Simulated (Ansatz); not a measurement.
# ZnSe: LAPW beside PAW, part 1 of 2

Aim: solve ZnSe at one geometry with all-electron LAPW, frozen-core PAW and all-electron PAW on datasets made for the crystal, and see where they agree. The cell is first relaxed from a guess with PAW; it needn't be the stable phase of this composition.

Method: DFT PBE, scalar-relativistic, in Ansatz 0.2.0.

## Step 1: Starting point

Symmetry: Fm-3m, No. 225, cubic system. The conventional cell has a = 4.988 Å, b = 4.988 Å, c = 4.988 Å, α = 90.00°, β = 90.00°, γ = 90.00°. Around Zn (site symmetry m-3m) lie 6 Se at 2.49 Å. Se (site symmetry m-3m) is surrounded by 6 Zn at 2.49 Å.

As a file:

```cif
data_structure
_symmetry_space_group_name_H-M 'Fm-3m'
_symmetry_Int_Tables_number 225
_cell_length_a 4.9880
_cell_length_b 4.9880
_cell_length_c 4.9880
_cell_angle_alpha 90.000
_cell_angle_beta 90.000
_cell_angle_gamma 90.000
_cell_volume 124.10
loop_
_atom_site_label
_atom_site_type_symbol
_atom_site_symmetry_multiplicity
_atom_site_Wyckoff_symbol
_atom_site_fract_x
_atom_site_fract_y
_atom_site_fract_z
_atom_site_occupancy
Zn1 Zn 4 a 0.00000 0.00000 0.00000 1
Se1 Se 4 b 0.50000 0.00000 0.00000 1
```

The file gives the conventional cell by its symmetry; the runs use the cell typed in the input.

Atoms are numbered in the order of the input: Zn1, Se2.

## Step 2: Cell and atoms relaxed first

Contents of input.yaml:

```yaml
crystal:
  lattice:
    - [0.0, 2.4940015977, 2.4940015977]
    - [2.4940015977, 0.0, 2.4940015977]
    - [2.4940015977, 2.4940015977, 0.0]
  atoms:
    - { symbol: Zn, position: [0.0, 0.0, 0.0] }
    - { symbol: Se, position: [0.5, 0.5, 0.5] }
kpoints:
  mp_grid: { grid: [13, 13, 13] }
scf:
  occupations: { method: fermi_dirac, width: 0.08 }
hamiltonian:
  xc: pbe
  pseudopotentials: { kind: paw }
output:
  forces: true
  stress: true
  write_density: true
  write_potential: true
  elf: true
  volumetric_format: npy
relax:
  f_tol: 0.005
  max_steps: 80
  cell: {}
```

Started as:

```
$ ansatz run input.yaml --threads 1 --pin off --max-ram 2048MiB --backend cpu --events-out ev --progress --plain --runs-dir out
```

What it wrote:

```text
Engine: ansatz 0.2.0
Pseudopotentials: kind: paw
Pseudopotential: Zn, paw, valence charge 12, recommended cutoff 420 eV (normal)
Pseudopotential: Se, paw, valence charge 16, recommended cutoff 420 eV (normal)
Functional definition: PBE
  parameter kappa = 0.804
  parameter beta = 0.06672455060314922
  exchange = pbe_x(kappa = kappa, mu = beta*pi^2/3)
  correlation = pbe_c(beta = beta)
Crystal: 2 atoms, lattice volume = 31.026 Å³
Basis set: ecut = 420 eV, 609 PW (Γ), exchange–correlation on 48×48×48 points (8 copies of the dense FFT grid, shifted against one another)
Bands: 18, of which v1, the nominal top of the filled ones, is band 14 counted from 1 (13 counted from 0)
Symmetry: 48 space group operations
Space group: Fm-3m (ITA 225), of the structure as read, at distance tolerance 3.1e-5 Å
k-points: 84 of 2197
Non-local potential: Zn, projectors of the file, l = 0: 2, l = 1: 2, l = 2: 3, l = 3: 1
Non-local potential: Se, projectors of the file, l = 0: 2, l = 1: 2, l = 2: 3, l = 3: 1
PAW form: soft (Blöchl's): semilocal exchange-correlation on the pseudo side does not see the compensation charge
PAW one-centre angular grid: Zn, 590 points (default); XC on 64 Gauss nodes
PAW one-centre angular grid: Se, 590 points (default); XC on 64 Gauss nodes
Initial density: superposition of atomic densities (neutral atoms: chi_scale 0, normalization atom), corrected by the library's trained network
Initial wavefunctions: pseudopotential atomic-orbital guess
Functional: x = pbe(κ = 0.804, μ = 0.2195149727645171), c = pbe(β = 0.06672455060314922)
SCF iter   1: F=—  HF=-8788.425668 eV  |F-HF|=—  |Δ(HF+E_count)|=         —  Δρ=1.04e-3  dr2=1.88e-4  ethr=1.77e-3  ⟨swp⟩=5.2  Hψ=7527  notcnv=0
preconditioner: auto → Kerker (q_TF=auto, 2.682 Å⁻¹)  [metal: Δε(μ)=0.063 eV  Ē_g=13.223 eV  σ=0.080 eV  W_gap=0.19  n_scr=14 (ndim 8)  ℏωp=28.3 eV  f_vac=0.000  D(μ)=0.48/eV (n_scr^D=0)]
SCF iter   2: F=—  HF=-8788.425758 eV  |F-HF|=—  |Δ(HF+E_count)|=   9.01e-5  Δρ=5.57e-4  dr2=4.51e-5  ethr=6.70e-7  ⟨swp⟩=2.3  Hψ=3361  notcnv=0
SCF iter   3: F=—  HF=-8788.425777 eV  |F-HF|=—  |Δ(HF+E_count)|=   1.89e-5  Δρ=3.56e-4  dr2=2.02e-5  ethr=1.61e-7  ⟨swp⟩=2.9  Hψ=2693  notcnv=0
SCF iter   4: F=—  HF=-8788.425786 eV  |F-HF|=—  |Δ(HF+E_count)|=   9.56e-6  Δρ=5.97e-5  dr2=1.26e-6  ethr=7.21e-8  ⟨swp⟩=2.7  Hψ=2722  notcnv=0
SCF iter   5: F=—  HF=-8788.425785 eV  |F-HF|=—  |Δ(HF+E_count)|=   8.15e-7  Δρ=5.81e-5  dr2=6.29e-7  ethr=4.50e-9  ⟨swp⟩=2.0  Hψ=2693  notcnv=0
SCF iter   6: F=-8788.425785 eV  HF=-8788.425785 eV  |F-HF|=3.02e-8  |Δ(HF+E_count)|=   4.52e-7  Δρ=1.70e-5  dr2=7.04e-8  ethr=3.57e-10  ⟨swp⟩=6.2  Hψ=9762  notcnv=0
SCF 1 converged in 6 iterations: F = -8788.425785 eV  dr2 = 7.04e-8
relax step   1: F+E_penalty+E_count = -8788.42578494 eV  Δ(F+E_penalty+E_count) = +0.000e0 eV  max|allowed force component| = 1.367e-29 eV/Å  Δτ_max = 0.0000 Å  P = +25.722 GPa  Ω = 31.026 Å³  (6 SCF iters, dr2 threshold 1.00e-7 eV, accepted)
Crystal: 2 atoms, lattice volume = 35.788 Å³
Basis set: ecut = 420 eV, 725 PW (Γ), exchange–correlation on 48×48×48 points (8 copies of the dense FFT grid, shifted against one another)
Initial density: handed on by an earlier stage of this run
Initial wavefunctions: those handed on with the density
iter 1 solved again at ethr=1.87e-5 eV; its pass at ethr=3.10e-3 eV (dr2=5.22e-3 eV) is discarded
SCF iter   1: F=—  HF=-8788.867759 eV  |F-HF|=—  |Δ(HF+E_count)|=         —  Δρ=4.16e-3  dr2=5.21e-3  ethr=1.87e-5  ⟨swp⟩=2.0  Hψ=11228  notcnv=0
preconditioner: auto → Kerker (q_TF=auto, 2.619 Å⁻¹)  [metal: Δε(μ)=0.037 eV  Ē_g=12.303 eV  σ=0.080 eV  W_gap=0.12  n_scr=14 (ndim 8)  ℏωp=26.3 eV  f_vac=0.004  D(μ)=0.53/eV (n_scr^D=0)]
SCF iter   2: F=—  HF=-8788.867760 eV  |F-HF|=—  |Δ(HF+E_count)|=   1.03e-6  Δρ=3.15e-3  dr2=2.43e-3  ethr=1.86e-5  ⟨swp⟩=2.5  Hψ=2185  notcnv=0
SCF iter   3: F=—  HF=-8788.868689 eV  |F-HF|=—  |Δ(HF+E_count)|=   9.29e-4  Δρ=1.57e-3  dr2=7.59e-4  ethr=8.67e-6  ⟨swp⟩=2.0  Hψ=2350  notcnv=0
SCF iter   4: F=—  HF=-8788.868433 eV  |F-HF|=—  |Δ(HF+E_count)|=   2.56e-4  Δρ=4.41e-4  dr2=8.43e-5  ethr=2.71e-6  ⟨swp⟩=2.9  Hψ=3079  notcnv=0
SCF iter   5: F=—  HF=-8788.868486 eV  |F-HF|=—  |Δ(HF+E_count)|=   5.35e-5  Δρ=1.92e-4  dr2=1.31e-5  ethr=3.01e-7  ⟨swp⟩=2.0  Hψ=2691  notcnv=0
SCF iter   6: F=—  HF=-8788.868486 eV  |F-HF|=—  |Δ(HF+E_count)|=   5.60e-7  Δρ=6.00e-5  dr2=1.23e-6  ethr=4.69e-8  ⟨swp⟩=2.0  Hψ=2693  notcnv=0
SCF iter   7: F=-8788.868487 eV  HF=-8788.868487 eV  |F-HF|=3.04e-8  |Δ(HF+E_count)|=   9.75e-7  Δρ=1.84e-5  dr2=6.41e-8  ethr=7.14e-10  ⟨swp⟩=7.0  Hψ=11436  notcnv=0
SCF 2 converged in 7 iterations: F = -8788.868487 eV  dr2 = 6.41e-8
relax step   2: F+E_penalty+E_count = -8788.86848673 eV  Δ(F+E_penalty+E_count) = -4.427e-1 eV  max|allowed force component| = 6.048e-29 eV/Å  Δτ_max = 0.0000 Å  P = +6.533 GPa  Ω = 35.788 Å³  energy of the carried Pulay correction = -2.872e-3 eV  (7 SCF iters, dr2 threshold 2.00e-7 eV, accepted)
Crystal: 2 atoms, lattice volume = 37.757 Å³
iter 1 solved again at ethr=4.22e-6 eV; its pass at ethr=3.10e-3 eV (dr2=1.18e-3 eV) is discarded
SCF iter   1: F=—  HF=-8788.917187 eV  |F-HF|=—  |Δ(HF+E_count)|=         —  Δρ=1.50e-3  dr2=9.59e-4  ethr=4.22e-6  ⟨swp⟩=2.0  Hψ=10725  notcnv=0
preconditioner: auto → Kerker (q_TF=auto, 2.596 Å⁻¹)  [metal: Δε(μ)=0.041 eV  Ē_g=12.019 eV  σ=0.080 eV  W_gap=0.13  n_scr=14 (ndim 8)  ℏωp=25.6 eV  f_vac=0.002  D(μ)=0.55/eV (n_scr^D=0)]
SCF iter   2: F=—  HF=-8788.917048 eV  |F-HF|=—  |Δ(HF+E_count)|=   1.39e-4  Δρ=1.10e-3  dr2=3.28e-4  ethr=3.42e-6  ⟨swp⟩=2.0  Hψ=1982  notcnv=0
SCF iter   3: F=—  HF=-8788.917081 eV  |F-HF|=—  |Δ(HF+E_count)|=   3.27e-5  Δρ=5.03e-4  dr2=1.17e-4  ethr=1.17e-6  ⟨swp⟩=2.0  Hψ=2038  notcnv=0
SCF iter   4: F=—  HF=-8788.917099 eV  |F-HF|=—  |Δ(HF+E_count)|=   1.89e-5  Δρ=1.72e-4  dr2=1.38e-5  ethr=4.17e-7  ⟨swp⟩=2.0  Hψ=2189  notcnv=0
SCF iter   5: F=—  HF=-8788.917106 eV  |F-HF|=—  |Δ(HF+E_count)|=   6.19e-6  Δρ=4.69e-5  dr2=7.92e-7  ethr=4.92e-8  ⟨swp⟩=2.0  Hψ=2273  notcnv=0
SCF iter   6: F=-8788.917106 eV  HF=-8788.917106 eV  |F-HF|=2.05e-8  |Δ(HF+E_count)|=   4.86e-7  Δρ=2.24e-5  dr2=1.80e-7  ethr=7.14e-10  ⟨swp⟩=9.3  Hψ=12123  notcnv=0
SCF 3 converged in 6 iterations: F = -8788.917106 eV  dr2 = 1.80e-7
  Residual-converged pass: ⟨swp⟩=1.0  Hψ=1848  notcnv=0  max |occ|·‖R‖ = 7.1e-9 eV (tolerance 1.0e-8 eV)  dr2=1.80e-7  dr2_onsite=7.73e-8  max |Δocc| = 4.4e-11
relax step   3: F+E_penalty+E_count = -8788.91710618 eV  Δ(F+E_penalty+E_count) = -4.862e-2 eV  max|allowed force component| = 3.234e-29 eV/Å  Δτ_max = 0.0000 Å  P = +1.771 GPa  Ω = 37.757 Å³  energy of the carried Pulay correction = -3.944e-3 eV  (6 SCF iters, dr2 threshold 2.00e-7 eV, accepted)
Crystal: 2 atoms, lattice volume = 38.739 Å³
Basis set: ecut = 420 eV, 749 PW (Γ), exchange–correlation on 48×48×48 points (8 copies of the dense FFT grid, shifted against one another)
iter 1 solved again at ethr=1.00e-6 eV; its pass at ethr=3.10e-3 eV (dr2=2.80e-4 eV) is discarded
SCF iter   1: F=—  HF=-8788.921431 eV  |F-HF|=—  |Δ(HF+E_count)|=         —  Δρ=7.47e-4  dr2=2.61e-4  ethr=1.00e-6  ⟨swp⟩=3.6  Hψ=10946  notcnv=0
preconditioner: auto → Kerker (q_TF=auto, 2.585 Å⁻¹)  [metal: Δε(μ)=0.043 eV  Ē_g=11.895 eV  σ=0.080 eV  W_gap=0.13  n_scr=14 (ndim 8)  ℏωp=25.3 eV  f_vac=0.002  D(μ)=0.57/eV (n_scr^D=0)]
SCF iter   2: F=—  HF=-8788.921382 eV  |F-HF|=—  |Δ(HF+E_count)|=   4.91e-5  Δρ=5.34e-4  dr2=7.58e-5  ethr=9.33e-7  ⟨swp⟩=2.0  Hψ=2005  notcnv=0
SCF iter   3: F=—  HF=-8788.921392 eV  |F-HF|=—  |Δ(HF+E_count)|=   9.81e-6  Δρ=2.74e-4  dr2=3.31e-5  ethr=2.71e-7  ⟨swp⟩=2.0  Hψ=1951  notcnv=0
SCF iter   4: F=—  HF=-8788.921399 eV  |F-HF|=—  |Δ(HF+E_count)|=   6.90e-6  Δρ=7.68e-5  dr2=2.59e-6  ethr=1.18e-7  ⟨swp⟩=2.3  Hψ=2352  notcnv=0
SCF iter   5: F=—  HF=-8788.921401 eV  |F-HF|=—  |Δ(HF+E_count)|=   1.86e-6  Δρ=2.87e-5  dr2=4.30e-7  ethr=9.25e-9  ⟨swp⟩=2.0  Hψ=2692  notcnv=0
SCF iter   6: F=-8788.921400 eV  HF=-8788.921400 eV  |F-HF|=5.16e-8  |Δ(HF+E_count)|=   6.00e-7  Δρ=2.03e-5  dr2=1.24e-7  ethr=7.14e-10  ⟨swp⟩=9.0  Hψ=12585  notcnv=0
SCF 4 converged in 6 iterations: F = -8788.921400 eV  dr2 = 1.24e-7
relax step   4: F+E_penalty+E_count = -8788.92140007 eV  Δ(F+E_penalty+E_count) = -4.294e-3 eV  max|allowed force component| = 1.578e-30 eV/Å  Δτ_max = 0.0000 Å  P = -0.160 GPa  Ω = 38.739 Å³  energy of the carried Pulay correction = -4.456e-3 eV  (6 SCF iters, dr2 threshold 2.00e-7 eV, accepted)
Crystal: 2 atoms, lattice volume = 38.654 Å³
iter 1 solved again at ethr=8.19e-9 eV; its pass at ethr=3.10e-3 eV (dr2=2.29e-6 eV) is discarded
SCF iter   1: F=—  HF=-8788.921480 eV  |F-HF|=—  |Δ(HF+E_count)|=         —  Δρ=6.17e-5  dr2=1.48e-6  ethr=8.19e-9  ⟨swp⟩=3.0  Hψ=10207  notcnv=0
preconditioner: auto → Kerker (q_TF=auto, 2.586 Å⁻¹)  [metal: Δε(μ)=0.044 eV  Ē_g=11.924 eV  σ=0.080 eV  W_gap=0.13  n_scr=14 (ndim 8)  ℏωp=25.3 eV  f_vac=0.002  D(μ)=0.56/eV (n_scr^D=0)]
SCF iter   2: F=—  HF=-8788.921487 eV  |F-HF|=—  |Δ(HF+E_count)|=   6.65e-6  Δρ=4.50e-5  dr2=3.76e-7  ethr=5.28e-9  ⟨swp⟩=2.3  Hψ=2471  notcnv=0
SCF iter   3: F=—  HF=-8788.921487 eV  |F-HF|=—  |Δ(HF+E_count)|=   2.28e-8  Δρ=2.11e-5  dr2=1.38e-7  ethr=1.34e-9  ⟨swp⟩=2.6  Hψ=2676  notcnv=0
SCF iter   4: F=-8788.921487 eV  HF=-8788.921487 eV  |F-HF|=1.78e-9  |Δ(HF+E_count)|=   3.71e-9  Δρ=4.70e-6  dr2=8.65e-9  ethr=2.27e-10  ⟨swp⟩=8.3  Hψ=9773  notcnv=0
SCF 5 converged in 4 iterations: F = -8788.921487 eV  dr2 = 8.65e-9
relax step   5: F+E_penalty+E_count = -8788.92148689 eV  Δ(F+E_penalty+E_count) = -8.682e-5 eV  max|allowed force component| = 3.566e-30 eV/Å  Δτ_max = 0.0000 Å  P = -0.002 GPa  Ω = 38.654 Å³  energy of the carried Pulay correction = -4.412e-3 eV  (4 SCF iters, dr2 threshold 6.37e-8 eV, accepted)
Basis set: ecut = 420 eV, 749 PW (Γ), exchange–correlation on 54×54×54 points (8 copies of the dense FFT grid, shifted against one another)
Initial wavefunctions: pseudopotential atomic-orbital guess (no wavefunctions were taken with the density)
iter 1 solved again at ethr=3.31e-7 eV; its pass at ethr=3.10e-3 eV (dr2=9.28e-5 eV) is discarded
SCF iter   1: F=—  HF=-8788.914209 eV  |F-HF|=—  |Δ(HF+E_count)|=         —  Δρ=1.98e-3  dr2=4.37e-5  ethr=3.31e-7  ⟨swp⟩=2.3  Hψ=10853  notcnv=0
SCF iter   2: F=—  HF=-8788.923036 eV  |F-HF|=—  |Δ(HF+E_count)|=   8.83e-3  Δρ=1.02e-3  dr2=1.74e-5  ethr=1.56e-7  ⟨swp⟩=2.0  Hψ=2249  notcnv=0
SCF iter   3: F=—  HF=-8788.926022 eV  |F-HF|=—  |Δ(HF+E_count)|=   2.99e-3  Δρ=1.63e-4  dr2=7.53e-7  ethr=6.22e-8  ⟨swp⟩=2.0  Hψ=2239  notcnv=0
SCF iter   4: F=—  HF=-8788.926088 eV  |F-HF|=—  |Δ(HF+E_count)|=   6.57e-5  Δρ=2.53e-5  dr2=2.12e-7  ethr=2.69e-9  ⟨swp⟩=2.7  Hψ=2790  notcnv=0
SCF iter   5: F=—  HF=-8788.926088 eV  |F-HF|=—  |Δ(HF+E_count)|=   2.47e-9  Δρ=9.17e-6  dr2=2.82e-8  ethr=7.58e-10  ⟨swp⟩=2.8  Hψ=2967  notcnv=0
SCF iter   6: F=—  HF=-8788.926088 eV  |F-HF|=—  |Δ(HF+E_count)|=   9.64e-8  Δρ=8.43e-6  dr2=8.58e-9  ethr=1.01e-10  ⟨swp⟩=2.1  Hψ=2298  notcnv=0
SCF iter   7: F=—  HF=-8788.926088 eV  |F-HF|=—  |Δ(HF+E_count)|=   1.26e-7  Δρ=2.82e-6  dr2=1.66e-9  ethr=3.06e-11  ⟨swp⟩=2.0  Hψ=2215  notcnv=0
SCF iter   8: F=—  HF=-8788.926088 eV  |F-HF|=—  |Δ(HF+E_count)|=   1.52e-8  Δρ=8.60e-7  dr2=4.35e-10  ethr=5.93e-12  ⟨swp⟩=2.2  Hψ=2326  notcnv=0
SCF iter   9: F=—  HF=-8788.926088 eV  |F-HF|=—  |Δ(HF+E_count)|=  3.07e-10  Δρ=2.46e-7  dr2=2.98e-11  ethr=1.55e-12  ⟨swp⟩=2.0  Hψ=2272  notcnv=0
SCF iter  10: F=-8788.926088 eV  HF=-8788.926088 eV  |F-HF|=1.82e-12  |Δ(HF+E_count)|=  1.46e-11  Δρ=2.35e-8  dr2=2.02e-13  ethr=1.00e-12  ⟨swp⟩=5.3  Hψ=6666  notcnv=0
SCF 6 converged in 10 iterations: F = -8788.926088 eV  dr2 = 2.02e-13
relax step   6: F+E_penalty+E_count = -8788.92608790 eV  Δ(F+E_penalty+E_count) = -4.601e-3 eV  max|allowed force component| = 3.410e-31 eV/Å  Δτ_max = 0.0000 Å  P = +0.048 GPa  Ω = 38.654 Å³  stress off target by 4.77e-2 GPa  SCF on the basis re-selected at this cell (its energy is not comparable with the rows above)  (10 SCF iters)
basis re-selected at this cell: Δ(F+E_penalty+E_count) = -4.601e-3 eV, ΔP = +0.050 GPa vs the last step (what re-selecting the basis moved, of the pressure what is left beyond the Pulay correction that the steps carried, after the strain that the cell walked since its last selection, with what the two solves' SCF thresholds leave and, on support functions, any second-order correction that the steps lacked; it is no measure of the basis error at this ecutwfc). The dense FFT grid was sized anew with the basis: this SCF ran on 27×27×27 points, the steps before it on 24×24×24, so part of this shift can come from that change (see relax.cell in the input reference). This SCF's stress stands 4.77e-2 GPa from its target on what of the cell is left free (relax.cell.stress_tol is 5.00e-2 GPa) and its largest allowed force component is 3.41e-31 eV/Å (relax.f_tol is 5.00e-3 eV/Å): within both
SCF converged after 10 iterations
Free energy (F): -8788.926088 eV
Harris-Foulkes:  -8788.926088 eV  (|F-HF|=1.82e-12)
Internal energy: -8788.914012 eV  (E = F + TS)
E sigma→0 (E₀):  -8788.920050 eV
Entropy (-TS):   -0.012076 eV (-6.038 meV/atom)
Fermi energy:    9.183202 eV
--- Per-component energies (eV) ---
  E_band       = -320.339200
  E_kinetic    = 249.339707
  E_local      = -3851.110279  (includes V_loc(G=0)·N_el)
  E_nonlocal   = 20.299518
  E_hartree    = 1796.158479
  E_xc         = -240.755101
  E_vxc        = -149.374500  (∫ρ·V_xc dr)
  E_paw        = -3741.383190  (= ΣΔE_a)
  E_vpaw       = -181.809637  (= ΣTr[D̂ρ^β])
  E_aug_tail   = -0.000955  (compensation charges beyond the density's cutoff)
  E_ewald      = -3021.462191
  E_smearing   = -0.012076  (= −TS)
  E_closure    = 0.000000  (closes the sum)
  Σ components = -8788.926088   (vs F -8788.926088, Δ=0.00e0)
--- Forces (eV/Å), atoms counted from 1 ---
  atom   1  Zn     0.00000000    -0.00000000    -0.00000000
  atom   2  Se    -0.00000000     0.00000000    -0.00000000
  max |Σ_I F_I| component: 1.03e-30 eV/Å
--- Stress (GPa, compression-positive) ---
        0.047665       0.000000       0.000000
        0.000000       0.047665       0.000000
        0.000000       0.000000       0.047665
  P = ⅓ Tr σ = 0.0477 GPa (0.477 kbar)
--- Band table (eV; the first three rows and the last of 84) ---
  k-point 0: bands = ["-37.8685", "-37.8685", "-37.8653", "-37.8653", "-37.8653", "-4.6070", "2.6120", "2.6120", "2.6307", "2.6307", "2.6307", "8.7169", "8.7169", "8.7169", "9.8888", "17.7895", "17.7895", "17.7895"]
  k-point 1: bands = ["-37.8685", "-37.8685", "-37.8653", "-37.8653", "-37.8653", "-4.5479", "2.5993", "2.5993", "2.6254", "2.6357", "2.6357", "7.8732", "8.7305", "8.7305", "10.6703", "17.2310", "17.7080", "17.7080"]
  k-point 2: bands = ["-37.8685", "-37.8685", "-37.8653", "-37.8652", "-37.8652", "-4.3761", "2.5615", "2.5615", "2.6062", "2.6523", "2.6523", "6.6552", "8.7715", "8.7715", "11.6659", "16.4450", "16.8980", "16.8980"]
  k-point 83: bands = ["-37.8686", "-37.8682", "-37.8651", "-37.8650", "-37.8645", "-2.9766", "2.4595", "2.5791", "2.5954", "2.7748", "2.9535", "4.9313", "5.5327", "5.8633", "12.0980", "15.0768", "16.9156", "17.7617"]
--- Relaxed structure (5 steps of the walk, 5 accepted, 1 SCFs on fresh bases) ---
  F+E_penalty+E_count = -8788.92608790 eV   max|allowed force component| = 3.410e-31 eV/Å   (the final SCF, on the basis selected at the relaxed cell)
  cell:  # Å, volume = 38.6538 Å³
    - [3.917067024426089e-34, 2.683617395510386, 2.683617395510386]
    - [2.683617395510386, 1.4107811541942061e-33, 2.683617395510386]
    - [2.683617395510386, 2.683617395510386, 6.369215041119488e-34]
  atoms:
    - { symbol: Zn, position: [-1.7696818879094733e-35, 5.630806006928819e-36, 2.815403003494845e-35] }
    - { symbol: Se, position: [0.5, 0.5, 0.5] }
```

Run time: 20 s. Hardware: 1 thread, shared host.

The steps of the relaxation:

| step | energy from step 1 (eV/cell) | largest force component (eV/Å) | pressure (GPa) | volume (Å³) |
| --- | --- | --- | --- | --- |
| 1 | 0.0000 | 0.0000 | 25.72 | 31.03 |
| 2 | -0.4427 | 0.0000 | 6.53 | 35.79 |
| 3 | -0.4913 | 0.0000 | 1.77 | 37.76 |
| 4 | -0.4956 | 0.0000 | -0.16 | 38.74 |
| 5 | -0.4957 | 0.0000 | 0.00 | 38.65 |
| 6 | -0.5003 | 0.0000 | 0.05 | 38.65 |

Step 1 is the start. Step 6 repeats the geometry before it on a plane-wave basis chosen anew for that cell, so its energy need not be comparable with the rows above.

Lengths and angles in the start's conventional setting:

|  | before | after | change |
| --- | --- | --- | --- |
| a (Å) | 4.988 | 5.367 | +7.6 % |
| b (Å) | 4.988 | 5.367 | +7.6 % |
| c (Å) | 4.988 | 5.367 | +7.6 % |
| volume (Å³/atom) | 15.51 | 19.33 | +24.6 % |
| shortest distance (Å) | 2.494 | 2.684 | +7.6 % |
| space group (0.01 Å) | Fm-3m | Fm-3m | same |

Forces and stress were held to the start's 48 operations: a distortion of lower symmetry was not tested.

(Continued in part 2 of 2.)
